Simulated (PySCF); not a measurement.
**How the functional moves excitation energies**

Compound: methyl methacrylate, C5H8O2.
Atom-mapped SMILES: `[CH2:1]=[C:2]([CH3:3])[C:4](=[O:5])[O:6][CH3:7]` (hydrogens: H8, H9 on C1; H10, H11, H12 on C3; H13, H14, H15 on C7)

Linear-response calculations in the def2-SVPD basis (PySCF; singlets by full response, triplets Tamm–Dancoff, core orbitals frozen in the response; HF means time-dependent Hartree–Fock). 'Strongest' is the level of largest summed f among the singlets computed (10 roots, of which the last may lack a degenerate partner); it can jump between rows when another state enters that window. S1 is the lowest singlet of each run and needn't be the same state throughout; f(S1) is that of one state. The structure is a single PBE0-D3(BJ)/def2-SVP conformer in the gas phase; no vibrational or solvent corrections.

```
functional                               kind  S1 (eV)  f(S1)  strongest (eV)  T1 (eV)  HOMO (eV)  gap (eV)  ionisation energy, ΔSCF (eV)
       LDA                                LDA     4.40  0.000            5.69     3.84      -6.69      4.25                          9.97
       PBE                                GGA     4.39  0.000            5.75     3.68      -6.47      4.27                          9.73
     B3LYP  global hybrid, 20% exact exchange     4.93  0.000            5.90     3.70      -7.54      6.07                          9.81
      PBE0  global hybrid, 25% exact exchange     5.04  0.000            6.01     3.64      -7.77      6.52                          9.80
 BHandHLYP  global hybrid, 50% exact exchange     5.57  0.000            6.23     3.61      -8.75      8.59                          9.73
 CAM-B3LYP             range-separated hybrid     5.24  0.000            6.11     3.69      -9.08      8.97                          9.92
   wB97X-D             range-separated hybrid     5.22  0.000            6.13     3.80      -9.61     10.17                          9.86
   LC-wPBE             range-separated hybrid     5.38  0.000            6.34     3.62     -10.45     11.52                          9.98
        HF                       Hartree–Fock     6.42  0.001            6.53     3.21     -10.22     12.65                   not settled
```

S1 runs from 4.39 eV (PBE) to 6.42 eV (HF), a spread of 2.02 eV, while the orbital gap spreads over 8.4 eV. Along PBE (0%), B3LYP (20%), PBE0 (25%), BHandHLYP (50%), HF (100%) S1 rises with the share of exact exchange. −ε(HOMO) comes closest to its own ΔSCF ionisation energy with wB97X-D (-0.25 eV) and misses most with LDA (-3.28 eV). 'Not settled' means that the ion's SCF failed to converge or may have ended in another state than the lowest.
